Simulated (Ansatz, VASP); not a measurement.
Two plane-wave programs on SnSe2

The input INCAR:

```
ALGO     = Normal         # electronic algorithm
EDIFF    = 1E-6           # SCF threshold, eV
ENCUT    = 520            # plane-wave cutoff, eV
GGA      = PS             # functional
ISIF     = 2              # what is computed and relaxed
ISMEAR   = 0              # smearing method
LASPH    = True           # aspherical terms in the spheres
LCHARG   = True           # write CHGCAR
LELF     = True           # ELF
LREAL    = False          # projectors in reciprocal space
LVHAR    = True         
LWAVE    = False          # write WAVECAR
NBANDS   = 20             # bands
NELM     = 80             # most SCF steps
PREC     = Accurate       # precision mode
SIGMA    = 0.05           # smearing width, eV
```

Contents of KPOINTS:

```
k-points
0
Gamma
  9 9 6
```

The input POSCAR:

```
SnSe2
1.0
    3.9184069144      0.0000000000      0.0000000000
   -1.9592034572      3.3934399303      0.0000000000
    0.0000000000      0.0000000000      5.8051664257
Sn Se
1 2
Direct
    0.0000000000      0.0000000000      0.0000000000
    0.3333333333      0.6666666667      0.2500000000
    0.6666666667      0.3333333333      0.7500000000
```

Input for Ansatz:

```yaml
crystal:
  lattice:
    - [3.9184069144, 0.0, 0.0]
    - [-1.9592034572, 3.3934399303, 0.0]
    - [0.0, 0.0, 5.8051664257]
  atoms:
    - { symbol: Sn, position: [0.0, 0.0, 0.0] }
    - { symbol: Se, position: [0.3333333333, 0.6666666667, 0.25] }
    - { symbol: Se, position: [0.6666666667, 0.3333333333, 0.75] }
basis:
  ecutwfc: 420
kpoints:
  mp_grid: { grid: [9, 9, 6] }
hamiltonian:
  xc: pbesol
scf:
  occupations: { method: gaussian, width: 0.05 }
output:
  forces: true
  stress: true
  eigenvalues: true
```

Alike in both runs: task single point; functional PBEsol; k mesh 9 × 9 × 6; occupations gaussian, width 0.05 eV; no spin polarisation.

|  | VASP | Ansatz |
| --- | --- | --- |
| version | VASP 6.6.1 | Ansatz 0.2.0 |
| potentials or method | VASP PAW PBE potentials, release 64 (Sn_d, Se) | scalar-relativistic, plane waves, PAW |
| plane-wave cutoff (eV) | 520 | 420 |
| valence electrons in the cell | 26 | 46 |

Ansatz gave:

* gap on the k mesh at the Fermi level (eV): 0.07
* least direct gap on the mesh (eV): 0.07
* pressure (GPa): 2.0
* largest component of the traceless stress (GPa): 3.42
* rms of the force components (eV/Å): 0.425

Q: Which values does VASP return?

A: gap on the k mesh at the Fermi level (eV): 0.06; least direct gap on the mesh (eV): 0.06; pressure (GPa): 2.1; largest component of the traceless stress (GPa): 3.40; rms of the force components (eV/Å): 0.434.

Atom by atom the forces differ by 0.009 eV/Å (rms over components). The two sets of potentials don't hold the same shells in valence.

Caveats: the PAW data sets were made with another functional, which shifts forces and pressure a little (VASP); spin-orbit coupling is left out, which moves the levels of the heavy elements; an odd mesh through Γ misses points on the zone boundary, where band edges often lie; the cell's inner coordinates are idealised or old, which leaves forces on the atoms; this functional lacks dispersion, which binds the layers, so the pressure and a relaxed spacing across them are unreliable.
